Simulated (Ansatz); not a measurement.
**GaSb under changes of volume**

One of the cells (28.625 Å³/atom); the others are scaled copies at fixed shape and fractional positions:

```xyz
2
Lattice="0.0000 3.0590 3.0590 3.0590 0.0000 3.0590 3.0590 3.0590 0.0000" Properties=species:S:1:pos:R:3 pbc="T T T"
Sb    4.5885    4.5885    4.5885
Ga    0.0000    0.0000    0.0000
```

```yaml
Program: Ansatz 0.2.0
Functional: r2SCAN50
Potentials_or_basis: Ansatz PAW
Cutoff: "500 eV (not typed: the program's choice for these potentials)"
k_mesh: 4 × 4 × 4
Occupations: fermi-dirac, width 0.05 eV
Spin: no spin polarisation
```

```tsv
volume (Å³/atom)	energy over the lowest point (meV/atom)	pressure (GPa)	gap on the mesh (eV)
26.907	8.64	2.7	3.29
27.480	1.73	1.2	3.22
28.052	0.00	-0.2	3.15
28.625	?	?	?
29.197	10.23	-2.6	2.89
29.770	21.11	-3.6	2.70
30.342	35.42	-4.4	2.52
```

Question: What does the run at 28.625 Å³/atom give?

Answer: Energy over the lowest point 2.98 meV/atom; pressure -1.4 GPa; gap on the mesh 3.08 eV.

Worked out: A Birch-Murnaghan fit of order 3 (a polynomial in V^(-2/3)) to the other rows has its minimum at 27.96 Å³/atom with B0 = V·E''(V) = 65 GPa and B' = 4.4. It gives 3.02 meV/atom at 28.625 Å³/atom, against the run's 2.98, and -dE/dV = -1.4 GPa, against -1.4. A parabola through the other rows of the gap, of slope -6.55 eV per unit of ln V there, gives 3.03 eV, against the run's 3.08.

Energies are extrapolated to zero smearing.

Caveats: all runs use coarse meshes; spin-orbit coupling is left out, which moves the levels of the heavy elements; the PAW data sets come from PBE, with cores solved anew for the run's functional, which leaves a small shift of forces and pressure; the thresholds are loose for stress.

A mesh can miss the band edges.
